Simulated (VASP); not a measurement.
# CoO (R-3m) in VASP: notebook, part 2 of 2

VASP 6.6.1.

**4. Electrostatic potential, RPBE+D3+U, collinear spin, random start (volume scaled by 1.08)**

Contents of INCAR:

```
SYSTEM = CoO
PREC = Accurate
ENCUT = 350
EDIFF = 1E-6
ISMEAR = -5
SIGMA = 0.05
LREAL = .FALSE.
LASPH = .TRUE.
NELM = 100
ALGO = Fast
ISIF = 2
LWAVE = .FALSE.
LCHARG = .TRUE.
ISPIN = 2
MAGMOM = -0.11 0
LORBIT = 11
LMAXMIX = 4
LDAU = .TRUE.
LDAUTYPE = 1
LDAUL = 2 -1
LDAUU = 4.5 0
LDAUJ = 0.9 0
LDAUPRINT = 1
GGA = RP
IVDW = 11
LVHAR = .TRUE.
NELECT = 15.5
```

Contents of KPOINTS:

```
Automatic mesh
0
G
  11 11 11
  0 0 0
```

Contents of POSCAR:

```
CoO
1.0
    1.5445900257      0.8917694672      2.5033297928
   -1.5445900257      0.8917694672      2.5033297928
    0.0000000000     -1.7835389343      2.5033297928
Co O
1 1
Direct
    0.0000000000      0.0000000000      0.0000000000
    0.5000000000      0.5000000000      0.5000000000
```

Launch:

```console
$ cat potpaw_PBE.64/Co/POTCAR potpaw_PBE.64/O/POTCAR > POTCAR
$ mpirun -np 1 vasp_std > vasp.out
```

It took 49 s on 1 thread of Intel Xeon Platinum 8488C (Sapphire Rapids), shared host; peak memory 0.17 GiB.

The run converged, but a check on its numbers failed (symmetry, net force, bounds or a known fault of this set-up), so they aren't taken as properties of the crystal.

Caveat: the cell is charged against a uniform background, so pressure and absolute levels hang on convention; the cutoff lies under the usual one of these potentials, so the numbers hold a large basis-set error; the PAW data sets were made with another functional, which shifts forces and pressure a little; a cell with one magnetic atom can't hold antiferromagnetic order, which such compounds often take; pairwise dispersion overbinds metals, which lowers pressure and volume; tetrahedron occupations give inexact forces and stress in metals.

**5. Relaxation of the atoms, PBEsol+D3+U, collinear spin, antiferromagnetic start (volume scaled by 1.15)**

Contents of INCAR:

```
SYSTEM = CoO
  PREC = Accurate
  ENCUT = 500
  EDIFF = 1E-6
  ISMEAR = 0
  SIGMA = 0.1
  LREAL = .FALSE.
  LASPH = .TRUE.
  NELM = 120
  ALGO = Normal
  ISIF = 2
  LWAVE = .FALSE.
  LCHARG = .FALSE.
  ISPIN = 2
  MAGMOM = 2 -2 0 0
  LORBIT = 11
  LMAXMIX = 4
  LDAU = .TRUE.
  LDAUTYPE = 2
  LDAUL = 2 -1
  LDAUU = 5 0
  LDAUJ = 0 0
  LDAUPRINT = 1
  GGA = PS
  IVDW = 11
  IBRION = 2
  NSW = 40
  EDIFFG = -0.01
```

Contents of KPOINTS:

```
Automatic mesh
0
G
  10 10 10
  0 0 0
```

Contents of POSCAR:

```
CoO
1.0
   -1.5772647144     -0.9106342074      5.1125718602
    1.5772647144     -0.9106342074      5.1125718602
    0.0000000000      1.8212684150      5.1125718602
Co O
2 2
Selective dynamics
Direct
    0.0000000000      0.0000000000      0.0000000000  F F F
    0.5000000000      0.5000000000      0.5000000000  T T T
    0.2500000000      0.2500000000      0.2500000000  T T T
    0.7500000000      0.7500000000      0.7500000000  T T T
```

Launch:

```console
$ cat potpaw_PBE.64/Co/POTCAR potpaw_PBE.64/O/POTCAR > POTCAR
$ mpirun -np 1 vasp_std > vasp.out
```

Wall time 9.5 min (1 thread of Intel Xeon Platinum 8488C (Sapphire Rapids), shared host); peak memory 0.39 GiB.

It converged, with:

| Property | Result |
| --- | --- |
| Free energy | -23.0298 eV |
| Pressure after relaxing | -26.8 GPa |
| Band gap on the k mesh | none (metal or under the smearing width) |
| Net moment | 0.00 μB per cell |
| Site moments | Co +2.75, -2.75; O +0.00 μB |
| Valence electrons inside the program's atomic spheres | Co 7.63; O 4.92 |
| Dispersion energy per atom | -0.128 eV |

Stress tensor (GPa, compression positive):
```
-28.72   0.00   0.00
  0.00 -28.72   0.00
  0.00   0.00 -23.01
```

Final structure:
```yaml
crystal:
  lattice:
    - [-1.57726, -0.91063, 5.11257]
    - [1.57726, -0.91063, 5.11257]
    - [0.00000, 1.82127, 5.11257]
  atoms:
    - { symbol: Co, position: [0.00000, 0.00000, 0.00000] }
    - { symbol: Co, position: [0.50000, 0.50000, 0.50000] }
    - { symbol: O, position: [0.25000, 0.25000, 0.25000] }
    - { symbol: O, position: [0.75000, 0.75000, 0.75000] }
```

Levels at points of the mesh, in eV from the Fermi level:
Spin up:
| k point | band 11 | band 12 | band 13 | band 14 | band 15 | band 16 | band 17 | band 18 | band 19 |
| --- | --- | --- | --- | --- | --- | --- | --- | --- | --- |
| (0.00, 0.00, 0.00) | -2.04 | -1.93 | -1.93 | -1.88 | -0.06 | -0.06 | 0.87 | 3.16 | 3.16 |
| (0.50, 0.00, 0.00) | -3.12 | -2.21 | -2.20 | -1.68 | -0.07 | 0.12 | 3.02 | 3.22 | 6.47 |
| (0.50, 0.50, 0.00) | -2.99 | -2.75 | -1.82 | -1.47 | -0.12 | 0.13 | 3.37 | 3.39 | 5.07 |
| (0.50, 0.50, 0.50) | -2.81 | -2.09 | -1.21 | -1.21 | -0.11 | -0.11 | 3.03 | 3.03 | 3.50 |
Spin down:
```
           k point  band 11  band 12  band 13  band 14  band 15  band 16  band 17  band 18  band 19
(0.00, 0.00, 0.00)    -2.04    -1.93    -1.93    -1.88    -0.06    -0.06     0.87     3.16     3.16
(0.50, 0.00, 0.00)    -3.12    -2.21    -2.20    -1.68    -0.07     0.12     3.02     3.22     6.47
(0.50, 0.50, 0.00)    -2.99    -2.75    -1.82    -1.47    -0.12     0.13     3.37     3.39     5.07
(0.50, 0.50, 0.50)    -2.81    -2.09    -1.21    -1.21    -0.11    -0.11     3.03     3.03     3.50
```

Eigenvalues of the final occupation matrices:
```
    site  spin  trace               eigenvalues
site 1 d     1   4.91  0.97 0.97 0.97 1.00 1.00
site 1 d     2   2.17  0.11 0.11 0.50 0.50 0.96
site 2 d     1   2.17  0.11 0.11 0.50 0.50 0.96
site 2 d     2   4.91  0.97 0.97 0.97 1.00 1.00
```

Caveat: the relaxation stopped at its first step, so nothing moved; the PAW data sets were made with another functional, which shifts forces and pressure a little; pairwise dispersion overbinds metals, which lowers pressure and volume. The state reached can hang on the start; a lower one may exist.

**6. Relaxation of cell and atoms, revPBE+U, collinear spin, ferromagnetic start**

Contents of INCAR:

```
  ALGO = Normal
  EDIFF = 1E-5
  EDIFFG = -0.02
  ENCUT = 400
  GGA = RE
  IBRION = 3
  ISIF = 3
  ISMEAR = 0
  ISPIN = 2
  LASPH = T
  LCHARG = F
  LDAU = T
  LDAUJ = 0.5 0
  LDAUL = 2 -1
  LDAUPRINT = 1
  LDAUTYPE = 1
  LDAUU = 7 0
  LMAXMIX = 4
  LORBIT = 11
  LREAL = F
  LWAVE = F
  MAGMOM = 2 2 2 0 0 0
  NELM = 120
  NSW = 40
  NUPDOWN = 0
  POTIM = 0.1
  PREC = Accurate
  SIGMA = 0.05
  SMASS = 0.4
```

Contents of CoO.cif:

```cif
data_CoO
_cell_length_a 3.01093909
_cell_length_b 3.01093909
_cell_length_c 7.31978072
_cell_angle_alpha 90.00000000
_cell_angle_beta 90.00000000
_cell_angle_gamma 120.00000000
_space_group_name_H-M_alt 'R-3m'
_space_group_name_Hall '-R 3 2"'
_space_group_IT_number 166
loop_
_space_group_symop_operation_xyz
'x,y,z'
'-x,-y,-z'
'-y,x-y,z'
'y,-x+y,-z'
'-x+y,-x,z'
'x-y,x,-z'
'y,x,-z'
'-y,-x,z'
'x-y,-y,-z'
'-x+y,y,z'
'-x,-x+y,-z'
'x,x-y,z'
'x+2/3,y+1/3,z+1/3'
'-x+2/3,-y+1/3,-z+1/3'
'-y+2/3,x-y+1/3,z+1/3'
'y+2/3,-x+y+1/3,-z+1/3'
'-x+y+2/3,-x+1/3,z+1/3'
'x-y+2/3,x+1/3,-z+1/3'
'y+2/3,x+1/3,-z+1/3'
'-y+2/3,-x+1/3,z+1/3'
'x-y+2/3,-y+1/3,-z+1/3'
'-x+y+2/3,y+1/3,z+1/3'
'-x+2/3,-x+y+1/3,-z+1/3'
'x+2/3,x-y+1/3,z+1/3'
'x+1/3,y+2/3,z+2/3'
'-x+1/3,-y+2/3,-z+2/3'
'-y+1/3,x-y+2/3,z+2/3'
'y+1/3,-x+y+2/3,-z+2/3'
'-x+y+1/3,-x+2/3,z+2/3'
'x-y+1/3,x+2/3,-z+2/3'
'y+1/3,x+2/3,-z+2/3'
'-y+1/3,-x+2/3,z+2/3'
'x-y+1/3,-y+2/3,-z+2/3'
'-x+y+1/3,y+2/3,z+2/3'
'-x+1/3,-x+y+2/3,-z+2/3'
'x+1/3,x-y+2/3,z+2/3'
loop_
_atom_site_label
_atom_site_type_symbol
_atom_site_symmetry_multiplicity
_atom_site_Wyckoff_symbol
_atom_site_fract_x
_atom_site_fract_y
_atom_site_fract_z
_atom_site_occupancy
Co1 Co 3 a 0.0000000000 0.0000000000 0.0000000000 1
O1 O 3 b 0.3333333333 0.6666666667 0.1666666667 1
```

Contents of KPOINTS:

```
k-points
0
Gamma
  10 10 4
```

Contents of POSCAR:

```
Co O 
 1.0000000000000000
     3.0109390899999999    0.0000000000000000    0.0000000000000000
    -1.5054695449999993    2.6075497411876003    0.0000000000000000
     0.0000000000000000    0.0000000000000000    7.3197807199999998
 Co  O  
   3   3
Cartesian
  0.0000000000000000  0.0000000000000000  0.0000000000000000
  1.5054695450000000  0.8691832470625334  2.4399269066666665
  0.0000000000000004  1.7383664941250667  4.8798538133333329
 -0.0000000001505465  1.7383664942119852  1.2199634535773261
  1.5054695451505473  0.8691832469756152  6.0998172664226731
  3.0109390898494528  0.0000000000869183  3.6598903602439927
```

Potentials or basis: VASP PAW PBE potentials, release 64 (Co, O_h).

Launch:

```console
$ ase convert -i cif -o vasp CoO.cif POSCAR
$ cat potpaw_PBE.64/Co/POTCAR potpaw_PBE.64/O_h/POTCAR > POTCAR
$ mpirun -np 1 vasp_std > vasp.out
```

Run time: 14 min. Hardware: 1 thread of AMD EPYC 9R45 (Zen 5), shared host; peak memory 0.2 GiB.

The run converged, but a check on its numbers failed (symmetry, net force, bounds or a known fault of this set-up), so they aren't taken as properties of the crystal.

Caveat: the cutoff lies under the usual one of these potentials, so the numbers hold a large basis-set error; the moment is held away from its start; the starting moments collapsed, and a magnetic state may lie lower; the electronic state changed during the relaxation; the volume moved by over 15 % at a fixed basis, so the end points are rough; the PAW data sets were made with another functional, which shifts forces and pressure a little; the total moment is fixed, so each spin has its own Fermi level.

**7. Equation of state, r2SCAN+U, collinear spin, ferromagnetic start**

Contents of run.py:

```python
from ase.calculators.vasp import Vasp
from ase.eos import EquationOfState
from ase.io import Trajectory
from ase.io import read
from ase.units import GPa

atoms = read('CoO.cif', primitive_cell=True, subtrans_included=False)
atoms.set_initial_magnetic_moments([0.0, 2.0])
calc = Vasp(
    directory='calc',
    xc='r2scan',
    pp='PBE',
    setups='recommended',
    prec='Accurate',
    encut=520,
    ediff=1e-06,
    ismear=-1,
    sigma=0.02,
    lreal=False,
    lasph=True,
    nelm=150,
    algo='Normal',
    isif=2,
    lwave=False,
    lcharg=False,
    ispin=2,
    lorbit=11,
    lmaxmix=4,
    ldautype=2,
    ldauprint=1,
    lmixtau=True,
    ldau_luj={'Co': {'L': 2, 'U': 1, 'J': 0}},
    kpts=[11, 11, 11],
    gamma=True,
)
atoms.calc = calc
cell = atoms.cell.copy()
volumes, energies = [], []
traj = Trajectory('eos.traj', 'w')
for x in [0.94, 0.96, 0.98, 1.0, 1.02, 1.04, 1.06]:
    atoms.set_cell(cell * x ** (1 / 3), scale_atoms=True)
    volumes.append(atoms.get_volume())
    energies.append(atoms.get_potential_energy())
    traj.write(atoms)
    print(f'{x:5.2f} {volumes[-1]:12.5f} {energies[-1]:14.6f}')

v0, e0, B = EquationOfState(volumes, energies, eos='sj').fit()
print(f'V0 = {v0:.4f} A^3, E0 = {e0:.6f} eV, B = {B / GPa:.2f} GPa')
```

CoO.cif is that of step 6.

Potentials or basis: VASP PAW PBE potentials, release 64 (O, Co).

Launch:

```console
$ python run.py
```

Run time: 28 min. Hardware: 1 thread of AMD EPYC 9R45 (Zen 5), shared host; peak memory 0.17 GiB.

Results (log left out):

| Property | Result |
| --- | --- |
| Equilibrium volume | 9.42 Å³/atom |
| Bulk modulus at fixed shape and positions | 210 GPa |
| Pressure derivative of the bulk modulus | 4.4 |

Energy against volume, from the lowest point:
```
volume (Å³/atom)  energy (meV/atom)
           9.003              12.87
           9.195               3.53
           9.387               0.00
           9.578               1.68
           9.770               8.02
           9.961              18.55
          10.153              32.80
```

Caveat: the cell was scaled at fixed shape and fractional positions, which overstates the stiffness of a crystal with free parameters, most of all of layers and chains; the PAW data sets were made with another functional, which shifts forces and pressure a little.

**8. For comparison**

An earlier run on the cell as given: functional PBE; potentials or basis VASP PAW PBE potentials, release 64 (Co, O); cutoff 520 eV; k mesh 11 × 11 × 11; occupations fermi-dirac, width 0.05 eV; collinear spin, ferromagnetic start; starting moments [2.0, 0.0] μB.

- Pressure: -0.6 GPa
- Band gap on the k mesh: none (metal or under the smearing width)
- Net moment: 2.87 μB per cell
- Site moments: Co +2.54; O +0.29 μB
- Valence electrons inside the program's atomic spheres: Co 7.81; O 4.98

**9. Summary**

| task | level | potentials or basis | spin | U | fixed moment (μB) | cell | k mesh | cutoff (eV) | smearing | LDAUTYPE | hund's J | supercell matrix | gap on the mesh (eV) | pressure (GPa) | moment (μB) |
| --- | --- | --- | --- | --- | --- | --- | --- | --- | --- | --- | --- | --- | --- | --- | --- |
| band structure | PBEsol+U | VASP PAW PBE potentials, release 64 (Co, O) | collinear, random start | Co d U = 8 eV, J = 1.0 eV | 4 | as given | 11 × 11 × 11 | 520 | gaussian 0.01 eV | 2 | 1 | - | - | - | 4.00 |
| electric field gradients | PBEsol+U | VASP PAW PBE potentials, release 64 (Co, O) | collinear, antiferromagnetic start | Co d U = 6.2 eV | - | as given | 6 × 9 × 11 | 520 | gaussian 0.01 eV | - | - | [1, 1, 0, -1, 1, 0, 0, 0, 1] | 1.63 | -3.5 | 0.00 |
| relaxation of the atoms | PBEsol+D3+U | VASP PAW PBE potentials, release 64 (Co, O) | collinear, antiferromagnetic start | Co d U = 5 eV | - | atoms relaxed from: volume scaled by 1.15 | 10 × 10 × 10 | 500 | gaussian 0.1 eV | - | - | [0, 1, 1, 1, 0, 1, 1, 1, 0] | none | -26.8 | 0.00 |
| equation of state | r2SCAN+U | VASP PAW PBE potentials, release 64 (O, Co) | collinear, ferromagnetic start | Co d U = 1 eV | - | as given | 11 × 11 × 11 | 520 | fermi-dirac 0.02 eV | - | - | - | - | - | - |
| single point | PBE | VASP PAW PBE potentials, release 64 (Co, O) | collinear, ferromagnetic start | - | - | as given | 11 × 11 × 11 | 520 | fermi-dirac 0.05 eV | - | - | - | none | -0.6 | 2.87 |

Caveats: the PAW data sets were made with another functional, which shifts forces and pressure a little (some runs); a cell with one magnetic atom can't hold antiferromagnetic order, which such compounds often take (some runs); the moment is held away from its start (some runs); the total moment is fixed, so each spin has its own Fermi level (some runs); an odd mesh through Γ misses points on the zone boundary, where band edges often lie (some runs); the relaxation stopped at its first step, so nothing moved (some runs); pairwise dispersion overbinds metals, which lowers pressure and volume (some runs).

Absolute energies hang on the potentials; compare differences alone.
